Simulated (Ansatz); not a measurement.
SnSe:

```
Sn Se
1.0
    11.42000    0.00000    0.00000
     0.00000    4.19000    0.00000
     0.00000    0.00000    4.46000
Sn Se
4 4
Direct
  0.87700 0.75000 0.90900
  0.62300 0.25000 0.40900
  0.37700 0.75000 0.59100
  0.12300 0.25000 0.09100
  0.64300 0.75000 0.98400
  0.85700 0.25000 0.48400
  0.14300 0.75000 0.51600
  0.35700 0.25000 0.01600
```

```yaml
Program: Ansatz 0.2.0
Task: relaxation of cell and atoms
Functional: r2SCAN
Dispersion: D3(BJ)
Potentials_or_basis: Ansatz PAW
Cutoff: "500 eV (not typed: the program's choice for these potentials)"
k_mesh: 3 × 6 × 6
Occupations: fermi-dirac, width 0.05 eV
Spin: no spin polarisation
```

At the start: volume 26.68 Å³/atom.

Q: How do energy, volume and symmetry change on relaxing?

A: It ends after 7 steps and the volume is 27.25 Å³/atom (+2.1 %); space group Pnma (No. 62, to 0.05 Å).

Step by step:
| step | energy change (eV) | largest force (eV/Å) | volume (Å³) |
| --- | --- | --- | --- |
| 1 | 0.0000 | 0.2044 | 213.41 |
| 2 | -0.0103 | 0.0755 | 221.09 |
| 3 | -0.0405 | 0.0509 | 218.88 |
| 4 | -0.0562 | 0.0870 | 222.01 |
| 5 | -0.0655 | 0.0164 | 218.43 |
| 6 | -0.0661 | 0.0085 | 217.97 |
| 7 | -0.0664 | 0.0085 | 217.97 |

Final structure:
```
Sn Se
1.0
    11.53525    0.00000    0.00000
     0.00000    4.11646    0.00000
     0.00000    0.00000    4.59042
Sn Se
4 4
Direct
  0.88175 0.75000 0.88241
  0.61825 0.25000 0.38241
  0.38175 0.75000 0.61759
  0.11825 0.25000 0.11759
  0.64664 0.75000 0.98603
  0.85336 0.25000 0.48603
  0.14664 0.75000 0.51397
  0.35336 0.25000 0.01397
```

Caveat: the plane-wave basis is chosen anew once the cell has moved, so the energies of steps on either side of that aren't comparable; the PAW data sets come from PBE, with cores solved anew for the run's functional, which leaves a small shift of forces and pressure; the dispersion damping was fitted for another functional or another form of the correction.
